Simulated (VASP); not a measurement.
Wanted: the native input for a VASP 6.6.1 run.

```
Task                   : single point
Functional             : PBEsol
Potentials or basis    : VASP PAW PBE potentials, release 64 (W_sv, S)
Cutoff                 : 350 eV
k mesh                 : 3 × 3 × 2
Occupations            : gaussian, width 0.03 eV
Spin                   : collinear spin, ferromagnetic start
Starting moments       : [0.0, 0.0, 0.0, 0.0, 1.0, 1.0, 1.0, 0.0, 0.0, 0.0, 0.0, 0.0, 0.0, 0.0, 0.0, 0.0, 0.0, 0.0, 0.0, 0.0, 0.0, 0.0, 0.0] μB
Dq                     : -1
Further INCAR settings : LREAL = Auto; ALGO = Normal; EDIFF = 1e-05; NBANDS = 122; ISYM = 0; NELECT = 203.0
```

The structure of W8S15 (a cell with a defect) lies in POSCAR:

```
W8S15                                   
1.0
    6.3064000000      0.0000000000      0.0000000000
   -3.1532000000      5.4615026064      0.0000000000
    0.0000000000      0.0000000000     12.3230000000
  W               S             
     8    15
Direct
     0.1658915479404185    0.3329142294068497    0.2501673716656141
     0.1632905188394831    0.8314537808029491    0.2505477360184241
     0.6667537404982316    0.3351897470361300    0.2506463408431440
     0.6671305531384129    0.8318245467260758    0.2506274989989548
     0.3329190373170652    0.1657553484555188    0.7515429065886876
     0.3331869797724594    0.6687572997296664    0.7515870576458396
     0.8307327623396757    0.1656347363152204    0.7516125761164321
     0.8323082977764743    0.6668559660993343    0.7508434462889227
     0.1657632981175212    0.8334911565075918    0.6234490506398375
     0.6654770392340266    0.3330407900764021    0.6236363250656728
     0.6655692786176666    0.8335389009968778    0.6234891175400554
     0.3328063623407955    0.1657043596978165    0.1235221425384370
     0.3330621029448252    0.6669965122627124    0.1234960091803891
     0.8316365550537976    0.1660212301000560    0.1236134399841247
     0.8322245107962026    0.6661223923953459    0.1230343577819980
     0.1657361202885041    0.3336228310378676    0.8743823034863669
     0.1666171298373816    0.8340361910979474    0.8780009633686688
     0.6649706439498787    0.3322393452921747    0.8778320031836909
     0.6652114448867131    0.8340545391034857    0.8779794329307964
     0.3323180223767516    0.1656405052871318    0.3773523708337730
     0.3327252218446770    0.6666132481314357    0.3773691364172266
     0.8322111121052309    0.1662454178040865    0.3774643102890941
     0.8325247199837940    0.6662299256373163    0.3785491025938527
```

The input as run:

INCAR

```
PREC = Accurate ; ENCUT = 350
EDIFF = 1E-5 ; ISMEAR = 0
SIGMA = 0.03 ; LREAL = Auto
LASPH = True ; NELM = 120
ALGO = Normal ; ISIF = 2
LWAVE = False ; LCHARG = False
ISPIN = 2 ; MAGMOM = 0 0 0 0 1 1 1 0 0 0 0 0 0 0 0 0 0 0 0 0 0 0 0
LORBIT = 11 ; LMAXMIX = 4
GGA = PS ; NBANDS = 122
NELECT = 203.0 ; ISYM = 0
KPAR = 4
```

KPOINTS

```
Automatic mesh
0
Gamma
  3 3 2
```

Potentials or basis: VASP PAW PBE potentials, release 64 (W_sv, S).

The run is started by

```console
$ cat potpaw_PBE.64/W_sv/POTCAR potpaw_PBE.64/S/POTCAR > POTCAR
$ mpirun -np 4 vasp_std > vasp.out
```

It gave:

```yaml
Largest_force: 0.598 eV/Å
Band_gap_on_the_k_mesh: none (metal or under the smearing width)
Net_moment: 0.33 μB per cell
Site_moments: W +0.00, -0.00, +0.08, +0.09; S +0.00, -0.00 μB
Valence_electrons_inside_the_program's_atomic_spheres: W 12.10, 12.11, 12.04, 12.09; S 3.71, 3.72
```

Caveat: the k mesh is coarse (spacing up to 0.38 Å⁻¹), so the values aren't converged; the cell is charged against a uniform background, so pressure and absolute levels hang on convention; the PAW data sets were made with another functional, which shifts forces and pressure a little.

Run time: 8 min on 4 MPI ranks on Intel(R) Xeon(R) Platinum 8259CL CPU @ 2.50GHz (Skylake/Cascade Lake), on a shared host, peak memory 0.66 GiB a rank.
